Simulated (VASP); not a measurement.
A run of VASP 6.6.1:

INCAR

```
SYSTEM = BeS
  ALGO = Fast
  EDIFF = 1E-7
  ENCUT = 900
  GGA = 91
  ICORELEVEL = 1
  ISIF = 2
  ISMEAR = -1
  ISPIN = 2
  LASPH = .True.
  LCHARG = .False.
  LORBIT = 11
  LREAL = .False.
  LWAVE = .False.
  MAGMOM = 0.36 -0.4 -0.24 -0.47 0 0 0 0
  NELM = 80
  PREC = Accurate
  SIGMA = 0.02
```

BeS.cif

```cif
data_BeS
_cell_length_a 4.85000000
_cell_length_b 4.85000000
_cell_length_c 4.85000000
_cell_angle_alpha 90.00000000
_cell_angle_beta 90.00000000
_cell_angle_gamma 90.00000000
_space_group_name_H-M_alt 'F-43m'
_space_group_name_Hall 'F -4 2 3'
_space_group_IT_number 216
loop_
_space_group_symop_operation_xyz
'x,y,z'
'y,-x,-z'
'-x,-y,z'
'-y,x,-z'
'x,-y,-z'
'y,x,z'
'-x,y,-z'
'-y,-x,z'
'z,x,y'
'-z,y,-x'
'z,-x,-y'
'-z,-y,x'
'-z,x,-y'
'z,y,x'
'-z,-x,y'
'z,-y,-x'
'y,z,x'
'-x,-z,y'
'-y,z,-x'
'x,-z,-y'
'-y,-z,x'
'x,z,y'
'y,-z,-x'
'-x,z,-y'
'x,y+1/2,z+1/2'
'y,-x+1/2,-z+1/2'
'-x,-y+1/2,z+1/2'
'-y,x+1/2,-z+1/2'
'x,-y+1/2,-z+1/2'
'y,x+1/2,z+1/2'
'-x,y+1/2,-z+1/2'
'-y,-x+1/2,z+1/2'
'z,x+1/2,y+1/2'
'-z,y+1/2,-x+1/2'
'z,-x+1/2,-y+1/2'
'-z,-y+1/2,x+1/2'
'-z,x+1/2,-y+1/2'
'z,y+1/2,x+1/2'
'-z,-x+1/2,y+1/2'
'z,-y+1/2,-x+1/2'
'y,z+1/2,x+1/2'
'-x,-z+1/2,y+1/2'
'-y,z+1/2,-x+1/2'
'x,-z+1/2,-y+1/2'
'-y,-z+1/2,x+1/2'
'x,z+1/2,y+1/2'
'y,-z+1/2,-x+1/2'
'-x,z+1/2,-y+1/2'
'x+1/2,y,z+1/2'
'y+1/2,-x,-z+1/2'
'-x+1/2,-y,z+1/2'
'-y+1/2,x,-z+1/2'
'x+1/2,-y,-z+1/2'
'y+1/2,x,z+1/2'
'-x+1/2,y,-z+1/2'
'-y+1/2,-x,z+1/2'
'z+1/2,x,y+1/2'
'-z+1/2,y,-x+1/2'
'z+1/2,-x,-y+1/2'
'-z+1/2,-y,x+1/2'
'-z+1/2,x,-y+1/2'
'z+1/2,y,x+1/2'
'-z+1/2,-x,y+1/2'
'z+1/2,-y,-x+1/2'
'y+1/2,z,x+1/2'
'-x+1/2,-z,y+1/2'
'-y+1/2,z,-x+1/2'
'x+1/2,-z,-y+1/2'
'-y+1/2,-z,x+1/2'
'x+1/2,z,y+1/2'
'y+1/2,-z,-x+1/2'
'-x+1/2,z,-y+1/2'
'x+1/2,y+1/2,z'
'y+1/2,-x+1/2,-z'
'-x+1/2,-y+1/2,z'
'-y+1/2,x+1/2,-z'
'x+1/2,-y+1/2,-z'
'y+1/2,x+1/2,z'
'-x+1/2,y+1/2,-z'
'-y+1/2,-x+1/2,z'
'z+1/2,x+1/2,y'
'-z+1/2,y+1/2,-x'
'z+1/2,-x+1/2,-y'
'-z+1/2,-y+1/2,x'
'-z+1/2,x+1/2,-y'
'z+1/2,y+1/2,x'
'-z+1/2,-x+1/2,y'
'z+1/2,-y+1/2,-x'
'y+1/2,z+1/2,x'
'-x+1/2,-z+1/2,y'
'-y+1/2,z+1/2,-x'
'x+1/2,-z+1/2,-y'
'-y+1/2,-z+1/2,x'
'x+1/2,z+1/2,y'
'y+1/2,-z+1/2,-x'
'-x+1/2,z+1/2,-y'
loop_
_atom_site_label
_atom_site_type_symbol
_atom_site_symmetry_multiplicity
_atom_site_Wyckoff_symbol
_atom_site_fract_x
_atom_site_fract_y
_atom_site_fract_z
_atom_site_occupancy
S1 S 4 c 0.2500000000 0.2500000000 0.2500000000 1
Be1 Be 4 a 0.0000000000 0.0000000000 0.0000000000 1
```

Contents of KPOINTS:

```
k-points
0
Gamma
  6 6 6
  0 0 0
```

The input POSCAR:

```
S  Be
 1.0000000000000000
     4.8499999999999996    0.0000000000000000    0.0000000000000000
     0.0000000000000000    4.8499999999999996    0.0000000000000000
     0.0000000000000000    0.0000000000000000    4.8499999999999996
 S   Be 
   4   4
Cartesian
  1.2124999999999999  1.2124999999999999  1.2124999999999999
  1.2124999999999999  3.6374999999999997  3.6374999999999997
  3.6374999999999997  3.6374999999999997  1.2124999999999999
  3.6374999999999997  1.2124999999999999  3.6374999999999997
  0.0000000000000000  0.0000000000000000  0.0000000000000000
  0.0000000000000000  2.4249999999999998  2.4249999999999998
  2.4249999999999998  0.0000000000000000  2.4249999999999998
  2.4249999999999998  2.4249999999999998  0.0000000000000000
```

Potentials or basis: VASP PAW PBE potentials, release 64 (S_h, Be).

Launch:

```console
$ ase convert -i cif -o vasp BeS.cif POSCAR
$ cat potpaw_PBE.64/S_h/POTCAR potpaw_PBE.64/Be/POTCAR > POTCAR
$ mpirun -np 1 vasp_std > vasp.out
```

Hardware: 1 thread of Intel(R) Xeon(R) Platinum 8488C (Sapphire Rapids), with other jobs on the host.

Task: How long does it take, and how much memory?

Result: Wall time 12 min on 1 thread of Intel(R) Xeon(R) Platinum 8488C (Sapphire Rapids) (shared host), peak memory 0.72 GiB. Counts: scf iterations 17, k points 64.
